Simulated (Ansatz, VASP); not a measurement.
Ni: VASP beside Ansatz

```
Ni
1.0
     0.00000    2.50063    2.50063
     2.50063    0.00000    2.50063
     2.50063    2.50063    0.00000
Ni
2
Direct
  0.12500 0.12500 0.12500
  0.87500 0.87500 0.87500
```

Alike in both runs: task single point; functional LDA; k mesh 12 × 12 × 12; occupations fermi-dirac, width 0.1 eV; no spin polarisation.

|  | VASP | Ansatz |
| --- | --- | --- |
| version | VASP 6.6.1 | Ansatz 0.2.0 |
| potentials or method | VASP PAW LDA potentials, release 64 (Ni) | plane waves (420 eV) with PAW, scalar-relativistic |
| plane-wave cutoff (eV) | 520 | 420 |
| valence electrons in the cell | 20 | 36 |

VASP gave:

- pressure (GPa): -4.4

Task: Which values does Ansatz return?

Result: Pressure (GPa): -4.3.

The two sets of potentials don't hold the same shells in valence. Ansatz warned: «pseudo_functional_mismatch».

Caveats: the run has no spin polarisation, though such a crystal can be magnetic. Spin polarisation is off, so any magnetic state and its effect on volume and gap are missing.
